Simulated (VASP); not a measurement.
The system is C.

```
C
1.0
     2.46729    0.00000    0.00000
    -1.23365    2.13674    0.00000
     0.00000    0.00000    7.80307
C
4
Direct
  0.00000 0.00000 0.25000
  0.00000 0.00000 0.75000
  0.33333 0.66667 0.25000
  0.66667 0.33333 0.75000
```

| Item | Value |
| --- | --- |
| Program | VASP 6.6.1 |
| Task | relaxation of cell and atoms |
| Functional | PBEsol |
| Potentials or basis | VASP PAW PBE potentials, release 64 (C) |
| Cutoff | 600 eV |
| k mesh | 12 × 12 × 4 |
| Occupations | gaussian, width 0.03 eV |
| Spin | no spin polarisation |

At the start: pressure -2.3 GPa; volume 10.28 Å³/atom.

**Question.** How do energy, volume and symmetry change on relaxing?

**Answer.** Over 16 steps the energy falls by 3.4 meV/atom and the volume is 9.17 Å³/atom (-10.8 %); space group P6_3/mmc (No. 194, to 0.05 Å).

The path:
| step | energy change (eV) | largest force (eV/Å) | pressure (GPa) | volume (Å³) |
| --- | --- | --- | --- | --- |
| 1 | 0.0000 | 0.0000 | -2.27 | 41.14 |
| 2 | 0.0100 | 0.0000 | 4.80 | 40.28 |
| 3 | -0.0024 | 0.0000 | -0.17 | 40.87 |
| 4 | -0.0024 | 0.0000 | -0.13 | 40.87 |
| 5 | -0.0027 | 0.0000 | -0.09 | 40.80 |
| 6 | -0.0034 | 0.0000 | -0.12 | 40.60 |
| 7 | -0.0049 | 0.0000 | -0.11 | 40.20 |
| 8 | -0.0078 | 0.0000 | -0.07 | 39.41 |
| 9 | -0.0126 | 0.0000 | 0.03 | 37.81 |
| 10 | -0.0051 | 0.0000 | 0.66 | 34.63 |
| 11 | -0.0135 | 0.0000 | 0.06 | 37.26 |
| 12 | -0.0127 | 0.0000 | 0.30 | 35.94 |
| 13 | -0.0138 | 0.0000 | 0.12 | 36.82 |
| 14 | -0.0138 | 0.0000 | 0.14 | 36.67 |
| 15 | -0.0018 | 0.0000 | -5.14 | 37.10 |
| 16 | -0.0138 | 0.0000 | 0.02 | 36.68 |

Final structure:
```
CELL_PARAMETERS angstrom
2.45973 0.00000 0.00000
-1.22987 2.13019 0.00000
0.00000 0.00000 7.00121
ATOMIC_POSITIONS crystal
C 0.00000 0.00000 0.25000
C 0.00000 0.00000 0.75000
C 0.33333 0.66667 0.25000
C 0.66667 0.33333 0.75000
```

Caveat: the PAW data sets were made with another functional, which shifts forces and pressure a little; this functional lacks dispersion, which binds the layers, so the pressure and a relaxed spacing across them are unreliable.
